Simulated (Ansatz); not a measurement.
Here is an Ansatz 0.2.0 calculation.

input.yaml

```yaml
crystal:
  lattice:
    - [2.684, 0.0, 0.0]
    - [0.0, 2.684, 0.0]
    - [0.0, 0.0, 5.128]
  atoms:
    - { symbol: Fe, position: [0.0, 0.0, 0.0], spin: 3.0 }
    - { symbol: Si, position: [0.5, 0.5, 0.73] }
    - { symbol: Si, position: [0.5, 0.5, 0.27] }
hamiltonian:
  xc: pbesol
  pseudopotentials: { kind: paw }
  hubbard: { sites: [{ species: Fe, l: d, u_eff: 4.0 }] }
magnetization:
  spin_polarized: true
kpoints:
  mp_grid: { grid: [10, 10, 5] }
  band_path:
    path:
      - [[0.0, 0.0, 0.0], [0.0, 0.5, 0.0], [0.5, 0.5, 0.0], [0.0, 0.0, 0.0], [0.0, 0.0, 0.5], [0.0, 0.5, 0.5], [0.5, 0.5, 0.5], [0.0, 0.0, 0.5]]
      - [[0.0, 0.5, 0.0], [0.0, 0.5, 0.5]]
      - [[0.5, 0.5, 0.0], [0.5, 0.5, 0.5]]
    npoints: 14
scf:
  occupations: { method: fermi_dirac, width: 0.05 }
  n_extra_bands: 7
output:
  forces: true
  stress: true
  eigenvalues: true
  fatbands: true
  write_density: true
  write_potential: true
  elf: true
  volumetric_format: npy
```

Potentials or basis: Ansatz PAW.

The run is started by

```bash
$ ansatz run input.yaml --threads 2 --pin off --max-ram 5632MiB --backend cpu --events-out ev --progress --plain --runs-dir out
```

Estimate the site moments.

Fe +1.39; Si -0.05 μB.

What does it give for the band gap on the k mesh?

None (metal or under the smearing width).

What does it give for the absolute moment?

1.63 μB per cell.

Predict the pressure.

6.1 GPa.

Forces in eV/Å, atoms in the order of the input:
```
Fe   0.000  0.000  0.000
Si   0.000  0.000 -0.456
Si   0.000  0.000  0.456
```

Caveat: the magnetic or orbital state may not be the lowest; the PAW data sets come from PBE, with cores solved anew for the run's functional, which leaves a small shift of forces and pressure; the U is typed as a test and isn't derived for this compound. The state reached can hang on the start; a lower one may exist.
